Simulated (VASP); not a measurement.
Crystal: MnSi.

```
Mn Si
1.0
     4.54800    0.00000    0.00000
     0.00000    4.54800    0.00000
     0.00000    0.00000    4.54800
Mn Si
4 4
Direct
  0.13800 0.13800 0.13800
  0.36200 0.86200 0.63800
  0.63800 0.36200 0.86200
  0.86200 0.63800 0.36200
  0.84600 0.84600 0.84600
  0.65400 0.15400 0.34600
  0.34600 0.65400 0.15400
  0.15400 0.34600 0.65400
```

* Program: VASP 6.6.1
* Task: relaxation of cell and atoms
* Functional: PBE
* Potentials or basis: VASP PAW PBE potentials, release 64 (Mn_pv, Si)
* Cutoff: 600 eV
* k mesh: 8 × 8 × 8
* Occupations: methfessel-paxton, width 0.1 eV
* Spin: collinear spin, ferromagnetic start
* Starting moments: [3.5, 3.5, 3.5, 3.5, 0.0, 0.0, 0.0, 0.0] μB

At the start: pressure -4.5 GPa; volume 11.76 Å³/atom.

Question: How do energy, volume and symmetry change on relaxing?

Answer: Over 5 steps the energy falls by 4.2 meV/atom and the volume is 11.53 Å³/atom (-2.0 %); space group P2_13 (No. 198, to 0.05 Å); moment 3.98 μB per cell.

The path:
| step | energy change (eV) | largest force (eV/Å) | pressure (GPa) | volume (Å³) |
| --- | --- | --- | --- | --- |
| 1 | 0.0000 | 0.2448 | -4.47 | 94.07 |
| 2 | 0.0137 | 0.1080 | 6.21 | 89.68 |
| 3 | -0.0321 | 0.0932 | 0.18 | 92.04 |
| 4 | -0.0336 | 0.0325 | 0.12 | 92.13 |
| 5 | -0.0339 | 0.0084 | 0.03 | 92.20 |

Final structure:
```xyz
8
Lattice="4.5177 0.0000 0.0000 0.0000 4.5177 0.0000 0.0000 0.0000 4.5177" Properties=species:S:1:pos:R:3 pbc="T T T"
Mn    0.6163    0.6163    0.6163
Mn    1.6425    3.9014    2.8751
Mn    2.8751    1.6425    3.9014
Mn    3.9014    2.8751    1.6425
Si    3.8183    3.8183    3.8183
Si    2.9582    0.6994    1.5594
Si    1.5594    2.9582    0.6994
Si    0.6994    1.5594    2.9582
```
